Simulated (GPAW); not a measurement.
Runs of GPAW 26.7.0 on TiPt3. Symmetry: Pm-3m, No. 221, cubic system. Conventional cell: a = 3.897 Å, b = 3.897 Å, c = 3.897 Å, α = 90.00°, β = 90.00°, γ = 90.00°. Around Pt (site symmetry 4/mmm) lie 8 Pt at 2.76 Å and 4 Ti at 2.76 Å. Ti (site symmetry m-3m) has 12 Pt at 2.76 Å as nearest neighbours. 

```tsv
task	level	cell	optimizer	fmax	max steps	convergence	band path	gap on the mesh (eV)	pressure (GPa)	relaxed volume (Å³/atom)
relaxation of cell and atoms	PBEsol+D3(BJ)	relaxed	BFGS	0.02 eV/Å	60	density=1e-05 forces=0.0001	-	none	0.0	14.37
relaxation of cell and atoms	PBEsol+D4	relaxed	BFGS	0.02 eV/Å	60	density=1e-05 forces=0.0001	-	none	0.1	(b)
relaxation of cell and atoms	PBEsol+D3	relaxed	BFGS	0.02 eV/Å	60	density=1e-05 forces=0.0001	-	none	0.0	14.38
relaxation of cell and atoms	PBEsol	relaxed	BFGS	0.02 eV/Å	60	density=1e-05 forces=0.0001	-	none	0.0	14.82
band structure	PBEsol	as given	-	-	-	-	GXMGRX,MR	-	(a)	-
```

Alike in all rows: potentials or basis PAW data sets generated in the run's folder for this functional, pw; no spin polarisation; k mesh 7 × 7 × 7; cutoff (eV) 600; smearing fermi-dirac 0.05 eV.

**Question.** Fill in the values left out.

**Answer.** (a) 0.4; (b) 14.61.

Caveats: later steps reuse the first step's grids (some runs); pairwise dispersion overbinds metals, which lowers pressure and volume (some runs); spin-orbit coupling is left out, which moves the levels of the heavy elements (some runs).

A k mesh can miss the band edges, and the runs leave out spin-orbit coupling on Pt.

A gap of «none» marks a metal or a gap under the smearing width.

Runs at the PBE level aren't shown here.
